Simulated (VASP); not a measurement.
# SnO (P4/nmm) in VASP: a series of runs

One crystal, SnO, is run at these levels: PBE+D3(BJ); tasks: relaxation of cell and atoms.

Everything below comes from runs of VASP 6.6.1. Logs are shortened: lines on timing, memory, paths and dates and some standing lists are left out, and cuts for length are marked.

## (1) Starting point

Symmetry: P4/nmm, No. 129, tetragonal system. The conventional cell has a = 3.799 Å, b = 3.799 Å, c = 4.841 Å, α = 90.00°, β = 90.00°, γ = 90.00°. Around Sn (site symmetry 4mm) lie 4 O at 2.22 Å. O (site symmetry -4m2) is surrounded by 4 Sn at 2.22 Å.

## (2) Relaxation of cell and atoms, PBE+D3(BJ)

INCAR

```
PREC = Accurate ; ENCUT = 600
EDIFF = 1E-6 ; ISMEAR = 0
SIGMA = 0.03 ; LREAL = F
LASPH = T ; NELM = 80
ALGO = Normal ; ISIF = 3
LWAVE = F ; LCHARG = F
GGA = PE ; IVDW = 12
IBRION = 2 ; NSW = 90
EDIFFG = -0.01 ; KPAR = 8
```

KPOINTS

```
Automatic mesh
0
Gamma
  8 8 6
```

POSCAR

```
SnO
1.0
    3.7986000000      0.0000000000      0.0000000000
    0.0000000000      3.7986000000      0.0000000000
    0.0000000000      0.0000000000      4.8408000000
Sn O
2 2
Direct
    0.5000000000      0.0000000000      0.2369000000
    0.0000000000      0.5000000000      0.7631000000
    0.0000000000      0.0000000000      0.0000000000
    0.5000000000      0.5000000000      0.0000000000
```

Potentials or basis: VASP PAW PBE potentials, release 64 (Sn_d, O).

The run is started by

```bash
$ cat potpaw_PBE.64/Sn_d/POTCAR potpaw_PBE.64/O/POTCAR > POTCAR
$ mpirun -np 8 vasp_std > vasp.out
```

OUTCAR:

```text
PREC = Accurate
   ENCUT = 600
   EDIFF = 1E-6
   ISMEAR = 0
   LREAL = F
   LASPH = T
   NELM = 80
   ISIF = 3
   GGA = PE
   IVDW = 12
   IBRION = 2
   NSW = 90
   EDIFFG = -0.01
 IVDW          = 12

 ion  position               nearest neighbor table
   1  0.500  0.000  0.237-   3 2.22   4 2.22   4 2.22   3 2.22   2 3.53   2 3.53   2 3.53   2 3.53
                             2 3.70   2 3.70   2 3.70   2 3.70
   2  0.000  0.500  0.763-   3 2.22   4 2.22   3 2.22   4 2.22   1 3.53   1 3.53   1 3.53   1 3.53
                             1 3.70   1 3.70   1 3.70   1 3.70
   3  0.000  0.000  0.000-   1 2.22   2 2.22   2 2.22   1 2.22
   4  0.500  0.500  0.000-   1 2.22   2 2.22   1 2.22   2 2.22

  LATTYP: Found a simple tetragonal cell.
 ALAT       =     3.7986000000
 C/A-ratio  =     1.2743642395

  Lattice vectors:

 A1 = (   3.7986000000,   0.0000000000,   0.0000000000)
 A2 = (   0.0000000000,   3.7986000000,   0.0000000000)
 A3 = (   0.0000000000,   0.0000000000,   4.8408000000)

Analysis of symmetry for initial positions (statically):
=====================================================================
 Subroutine PRICEL returns:
 Original cell was already a primitive cell.

 Routine SETGRP: Setting up the symmetry group for a
 simple tetragonal supercell.

 Subroutine GETGRP returns: Found 16 space group operations
 (whereof  8 operations were pure point group operations)
 out of a pool of 16 trial point group operations.

The static configuration has the point symmetry D_2d.
 The point group associated with its full space group is D_4h.

Analysis of symmetry for dynamics (positions and initial velocities):
=====================================================================
 Subroutine PRICEL returns:
 Original cell was already a primitive cell.

 Routine SETGRP: Setting up the symmetry group for a
 simple tetragonal supercell.

 Subroutine GETGRP returns: Found 16 space group operations
 (whereof  8 operations were pure point group operations)
 out of a pool of 16 trial point group operations.

The dynamic configuration has the point symmetry D_2d.
 The point group associated with its full space group is D_4h.

 Subroutine INISYM returns: Found 16 space group operations
 (whereof  8 operations are pure point group operations),
 and found     1 'primitive' translations

----------------------------------------------------------------------------------------

                                     Primitive cell

  volume of cell :      69.8497

  direct lattice vectors                    reciprocal lattice vectors
     3.798600000  0.000000000  0.000000000     0.263254883  0.000000000  0.000000000
     0.000000000  3.798600000  0.000000000     0.000000000  0.263254883  0.000000000
     0.000000000  0.000000000  4.840800000     0.000000000  0.000000000  0.206577425

  length of vectors
     3.798600000  3.798600000  4.840800000     0.263254883  0.263254883  0.206577425

  position of ions in fractional coordinates (direct lattice)
     0.500000000  0.000000000  0.236900000
     0.000000000  0.500000000  0.763100000
     0.000000000  0.000000000  0.000000000
     0.500000000  0.500000000  0.000000000

  ion indices of the primitive-cell ions
   primitive index   ion index
                 1           1
                 2           2
                 3           3
                 4           4

----------------------------------------------------------------------------------------

 KPOINTS: Automatic mesh

Automatic generation of k-mesh.
 Grid dimensions read from file:
 generate k-points for:    8    8    6

 Generating k-lattice:

  Cartesian coordinates                     Fractional coordinates (reciprocal lattice)
     0.032906860  0.000000000  0.000000000     0.125000000  0.000000000  0.000000000
     0.000000000  0.032906860  0.000000000     0.000000000  0.125000000  0.000000000
     0.000000000  0.000000000  0.034429571     0.000000000  0.000000000  0.166666667

  Length of vectors
     0.032906860  0.032906860  0.034429571

  Shift w.r.t. Gamma in fractional coordinates (k-lattice)
     0.000000000  0.000000000  0.000000000

 Subroutine IBZKPT returns following result:
 ===========================================

 Found     60 irreducible k-points:

 Following reciprocal coordinates:
            Coordinates               Weight
  0.000000  0.000000  0.000000      1.000000
  0.125000  0.000000  0.000000      4.000000
  0.250000  0.000000  0.000000      4.000000
  0.375000  0.000000  0.000000      4.000000
  0.500000  0.000000  0.000000      2.000000
  0.125000  0.125000  0.000000      4.000000
[... 16 lines left out ...]
  0.375000  0.125000  0.166667     16.000000
  0.500000  0.125000  0.166667      8.000000
 [... further k-points ...]
   k-points           NKPTS =     60   k-points in BZ     NKDIM =     60   number of bands    NBANDS=     24
   number of dos      NEDOS =    301   number of ions     NIONS =      4
   total plane-waves  NPLWV =  36000
   dimension x,y,z NGX =    30 NGY =   30 NGZ =   40
   dimension x,y,z NGXF=    60 NGYF=   60 NGZF=   80
   ions per type =               2   2
   NGX,Y,Z   is equivalent  to a cutoff of  13.13, 13.13, 13.74 a.u.
   NGXF,Y,Z  is equivalent  to a cutoff of  26.26, 26.26, 27.47 a.u.
 SYSTEM =  unknown system
   PREC   = accura    normal or accurate (medium, high low for compatibility)
   ISTART =      0    job   : 0-new  1-cont  2-samecut
   ICHARG =      2    charge: 1-file 2-atom 10-const
   ISPIN  =      1    spin polarized calculation?
   LNONCOLLINEAR =      F non collinear calculations
   LSORBIT =      F    spin-orbit coupling
   LASPH  =      T    aspherical Exc in radial PAW
   ENCUT  =  600.0 eV  44.10 Ry    6.64 a.u.   7.59  7.59  9.67*2*pi/ulx,y,z
   NELM   =     80;   NELMIN=  2; NELMDL= -5     # of ELM steps
   EDIFF  = 0.1E-05   stopping-criterion for ELM
   LREAL  =      F    real-space projection
   EDIFFG = -.1E-01   stopping-criterion for IOM
   NSW    =     90    number of steps for IOM
   IBRION =      2    ionic relax: 0-MD 1-quasi-New 2-CG
   NFREE  =      1    steps in history (QN), initial steepest desc. (CG)
   ISIF   =      3    stress and relaxation
   ISYM   =      2    0-nonsym 1-usesym 2-fastsym
   POTIM  = 0.5000    time-step for ionic-motion
   TEBEG  =    0.0;   TEEND  =   0.0 temperature during run
   PSTRESS=    0.0 pullay stress
   NELECT =      40.0000    total number of electrons
   NUPDOWN=      -1.0000    fix difference up-down
   EMIN   =  10.00;   EMAX   =-10.00  energy-range for DOS
   EFERMI =   0.00;   METHOD = LEGACY
   ISMEAR =     0;   SIGMA  =   0.03  broadening in eV -4-tet -1-fermi 0-gaus
   EFERMI_NEDOS =   21; number of points for ismear=-14 and -15
   IALGO  =     38    algorithm
   IMIX   =      4    mixing-type and parameters
     AMIX     =   0.40;   BMIX     =  1.00
     AMIX_MAG =   1.60;   BMIX_MAG =  1.00
  volume/ion in A,a.u.               =      17.46       117.84
  Fermi-wavevector in a.u.,A,eV,Ry     =   1.359482  2.569048 25.146163  1.848191
  Thomas-Fermi vector in A             =   2.486226
   LORBIT       =      0    0 simple, 1 ext, 2 COOP (PROOUT), +10 PAW based schemes
   GGA     = PE    functional components
   LHFCALC =     F    Hartree Fock is set to
   AEXX    =    0.0000 exact exchange contribution
   IVDW    =    12    specifies the selected vdW correction
   LEPSILON=     F    determine dielectric tensor
   LRPA    =     F    only Hartree local field effects (RPA)
 conjugate gradient relaxation of ions
 non-spin polarized calculation
 Gauss-broadening in eV      SIGMA  =   0.03
  energy-cutoff  :      600.00
  volume of cell :       69.85
 maximum number of plane-waves:      2354
   NGX = 15   NGY = 15   NGZ = 19

--------------------------------------- Ionic step        1  -------------------------------------------

 number of electron      40.0000023 magnetization

 Free energy of the ion-electron system (eV)
  ---------------------------------------------------
  ext. energy  EPLUGINS =         0.00000000
  ---------------------------------------------------
  free energy    TOTEN  =       -22.66411998 eV

  energy without entropy =      -22.66407354  energy(sigma->0) =      -22.66409676

------------------------ aborting loop because EDIFF is reached ----------------------------------------

 Edisp (eV)   -0.94143

 E8    (eV) :    -0.4083

  FORCE on cell =-STRESS in cart. coord.  units (eV):
  Direction    XX          YY          ZZ          XY          YZ          ZX
  --------------------------------------------------------------------------------------
  -------------------------------------------------------------------------------------
  Total       1.41068     1.41068     0.90503     0.00000     0.00000     0.00000
  in kB      32.35754    32.35754    20.75906     0.00000     0.00000     0.00000
  external pressure =       28.49 kB  Pullay stress =        0.00 kB
[... 103 lines left out ...]
  FREE ENERGIE OF THE ION-ELECTRON SYSTEM (eV)
  ---------------------------------------------------
  free  energy   TOTEN  =       -23.6277497701 eV

  energy  without entropy=      -23.6277091803  energy(sigma->0) =      -23.62772948

[... ionic steps 4 to 12 ...]

--------------------------------------- Ionic step       13  -------------------------------------------

 number of electron      40.0000017 magnetization

------------------------ aborting loop because EDIFF is reached ----------------------------------------

 Edisp (eV)   -0.94691

 E8    (eV) :    -0.4109
[... 73 lines left out ...]
  energy  without entropy=      -23.6333266191  energy(sigma->0) =      -23.63343511

--------------------------------------- Ionic step       15  -------------------------------------------

 number of electron      40.0000017 magnetization

 Free energy of the ion-electron system (eV)
  ---------------------------------------------------
  ext. energy  EPLUGINS =         0.00000000
  ---------------------------------------------------
  free energy    TOTEN  =       -22.68688886 eV

  energy without entropy =      -22.68667028  energy(sigma->0) =      -22.68677957

 E-fermi :   7.1662     XC(G=0): -10.3242

 val. band max:        7.1569481263   @ k =   0.1250   0.0000   0.0000
 cond. band min:       7.1726684913   @ k =   0.0000   0.0000   0.0000
 fundamental gap:      0.0157203651
 Fermi energy:         7.1662100070

 k-point     1 :       0.0000    0.0000    0.0000
  band No.  band energies     occupation
      1     -14.7562      2.00000
      2     -14.3706      2.00000
      3     -14.3706      2.00000
      4     -14.3592      2.00000
      5     -14.3310      2.00000
      6     -14.3233      2.00000
[... 637 lines left out ...]
     23      12.1445      0.00000
     24      12.1445      0.00000

 [... further k-points ...]

------------------------ aborting loop because EDIFF is reached ----------------------------------------

 Edisp (eV)   -0.94668

 E8    (eV) :    -0.4108

  FORCE on cell =-STRESS in cart. coord.  units (eV):
  Direction    XX          YY          ZZ          XY          YZ          ZX
  --------------------------------------------------------------------------------------
  -------------------------------------------------------------------------------------
  Total      -0.01918    -0.01918     0.01803     0.00000    -0.00000     0.00000
  in kB      -0.44176    -0.44176     0.41526     0.00000    -0.00000     0.00000
  external pressure =       -0.16 kB  Pullay stress =        0.00 kB
[... 19 lines left out ...]
  FREE ENERGIE OF THE ION-ELECTRON SYSTEM (eV)
  ---------------------------------------------------
  free  energy   TOTEN  =       -23.6335642180 eV

  energy  without entropy=      -23.6333456410  energy(sigma->0) =      -23.63345493

 reached required accuracy - stopping structural energy minimisation
```

Wall time 3 min (8 MPI ranks of Intel Xeon Platinum 8488C (Sapphire Rapids), shared host); peak memory 0.3 GiB.

What came out:

```
Free energy                            : -23.6336 eV
Relaxed volume                         : 17.39 Å³/atom
Relaxed cell                           : a = 3.835 Å, b = 3.835 Å, c = 4.728 Å, α = 90.00°, β = 90.00°, γ = 90.00°
Space group after relaxing (to 0.05 Å) : P4/nmm (No. 129)
Energy gained by relaxing              : 7.0 meV/atom
Ionic steps                            : 15
Pressure after relaxing                : 0.0 GPa
Largest force after relaxing           : 0.004 eV/Å
Band gap on the k mesh                 : none (metal or under the smearing width)
Dispersion energy per atom             : -0.237 eV
```

Forces on the atoms (eV/Å):
```
Sn   0.000  0.000 -0.004
Sn   0.000  0.000  0.004
O    0.000  0.000  0.000
O    0.000  0.000  0.000
```

Stress tensor (GPa, compression positive):
```
-0.04  0.00  0.00
 0.00 -0.04  0.00
 0.00  0.00  0.04
```

Step by step:
```csv
step,energy change (eV),largest force (eV/Å),pressure (GPa),volume (Å³)
1,0.0000,0.5986,2.85,69.85
2,0.0007,0.5050,-2.93,73.04
3,-0.0222,0.0328,-0.21,71.39
4,-0.0222,0.0443,-0.09,71.36
5,-0.0234,0.0545,-0.12,71.24
6,-0.0256,0.0856,-0.12,70.88
7,-0.0239,0.1446,-0.08,70.13
8,-0.0259,0.1072,-0.12,70.66
9,-0.0269,0.0494,-0.19,70.42
10,-0.0275,0.0452,-0.41,69.97
11,-0.0279,0.0041,0.09,69.37
12,-0.0280,0.0122,-0.01,69.50
13,-0.0280,0.0142,-0.05,69.53
14,-0.0280,0.0153,-0.02,69.52
15,-0.0280,0.0041,-0.02,69.55
```

Final structure:
```cif
data_structure
_symmetry_space_group_name_H-M 'P 1'
_symmetry_Int_Tables_number 1
_cell_length_a 3.8354
_cell_length_b 3.8354
_cell_length_c 4.7280
_cell_angle_alpha 90.000
_cell_angle_beta 90.000
_cell_angle_gamma 90.000
_cell_volume 69.55
loop_
_atom_site_label
_atom_site_type_symbol
_atom_site_fract_x
_atom_site_fract_y
_atom_site_fract_z
_atom_site_occupancy
Sn1 Sn 0.50000 0.00000 0.24596 1
Sn2 Sn 0.00000 0.50000 0.75404 1
O1 O 0.00000 0.00000 0.00000 1
O2 O 0.50000 0.50000 0.00000 1
```

Levels at points of the mesh, in eV from the Fermi level:
```csv
k point,band 16,band 17,band 18,band 19,band 20,band 21,band 22,band 23,band 24
"(0.00, 0.00, 0.00)",-6.08,-3.33,-3.03,-3.03,0.01,2.21,4.48,4.48,4.80
"(0.50, 0.00, 0.00)",-4.80,-4.67,-4.67,-2.69,-2.69,3.33,3.33,5.78,5.78
"(0.50, 0.50, 0.00)",-4.91,-2.38,-2.38,-1.86,-1.86,-0.06,-0.06,4.56,4.56
"(0.00, 0.00, 0.50)",-3.42,-3.04,-3.04,-2.94,-2.08,1.75,2.77,2.77,3.54
"(0.50, 0.00, 0.50)",-5.33,-4.62,-4.62,-1.67,-1.67,2.74,2.74,5.24,5.24
"(0.50, 0.50, 0.50)",-5.47,-2.77,-2.77,-2.38,-2.38,2.32,2.32,4.30,4.30
```

Caveat: pairwise dispersion overbinds metals, which lowers pressure and volume.

## (3) Relaxation of cell and atoms, PBE+D3(BJ)

This run uses another cell than the first one, of 17.39 Å³/atom, 0.996 times its volume.

INCAR

```
PREC = Accurate ; ENCUT = 600
EDIFF = 1E-7 ; ISMEAR = 0
SIGMA = 0.03 ; LREAL = F
LASPH = T ; NELM = 80
ALGO = Normal ; ISIF = 3
LWAVE = F ; LCHARG = F
GGA = PE ; IVDW = 12
IBRION = 2 ; NSW = 90
EDIFFG = -0.005 ; KPAR = 8
```

KPOINTS is that of step 2.

POSCAR

```
SnO                                     
1.0
    3.8353846666      0.0000000000      0.0000000000
    0.0000000000      3.8353846666      0.0000000000
    0.0000000000      0.0000000000      4.7280469595
  Sn              O             
     2     2
Direct
     0.5000000000000000    0.0000000000000000    0.2459636666492525
     1.0000000000000000    0.5000000000000000    0.7540363333507476
     0.0000000000000000    0.0000000000000000    0.0000000000000000
     0.5000000000000000    0.5000000000000000    0.0000000000000000
```

Potentials or basis: VASP PAW PBE potentials, release 64 (Sn_d, O).

The run is started by

```bash
$ cat potpaw_PBE.64/Sn_d/POTCAR potpaw_PBE.64/O/POTCAR > POTCAR
$ mpirun -np 8 vasp_std > vasp.out
```

It took 22 s on 8 MPI ranks of Intel Xeon Platinum 8488C (Sapphire Rapids), shared host; peak memory 0.28 GiB.

It converged, with:

```
Free energy                  : -23.6332 eV
Pressure after relaxing      : 0.0 GPa
Largest force after relaxing : 0.005 eV/Å
Band gap on the k mesh       : none (metal or under the smearing width)
Dispersion energy per atom   : -0.237 eV
```

Forces in eV/Å, atoms in the order of the input:
```
Sn   0.000  0.000 -0.005
Sn   0.000  0.000  0.005
O    0.000  0.000  0.000
O    0.000  0.000  0.000
```

Stress tensor (GPa, compression positive):
```
-0.05  0.00  0.00
 0.00 -0.05  0.00
 0.00  0.00  0.04
```

Final structure:
```
Sn O
1.0
     3.83538    0.00000    0.00000
     0.00000    3.83538    0.00000
     0.00000    0.00000    4.72805
Sn O
2 2
Cartesian
  1.9177 0.0000 1.1629
  0.0000 1.9177 3.5651
  0.0000 0.0000 0.0000
  1.9177 1.9177 0.0000
```

Levels at points of the mesh, in eV from the Fermi level:
| k point | band 16 | band 17 | band 18 | band 19 | band 20 | band 21 | band 22 | band 23 | band 24 |
| --- | --- | --- | --- | --- | --- | --- | --- | --- | --- |
| (0.00, 0.00, 0.00) | -6.08 | -3.33 | -3.03 | -3.03 | 0.01 | 2.21 | 4.48 | 4.48 | 4.80 |
| (0.50, 0.00, 0.00) | -4.80 | -4.67 | -4.67 | -2.69 | -2.69 | 3.33 | 3.33 | 5.78 | 5.78 |
| (0.50, 0.50, 0.00) | -4.91 | -2.38 | -2.38 | -1.86 | -1.86 | -0.06 | -0.06 | 4.56 | 4.56 |
| (0.00, 0.00, 0.50) | -3.42 | -3.04 | -3.04 | -2.94 | -2.08 | 1.75 | 2.77 | 2.77 | 3.54 |
| (0.50, 0.00, 0.50) | -5.33 | -4.62 | -4.62 | -1.67 | -1.67 | 2.74 | 2.74 | 5.24 | 5.24 |
| (0.50, 0.50, 0.50) | -5.47 | -2.77 | -2.77 | -2.38 | -2.38 | 2.32 | 2.32 | 4.30 | 4.30 |

Caveat: the relaxation stopped at its first step, so nothing moved; pairwise dispersion overbinds metals, which lowers pressure and volume.
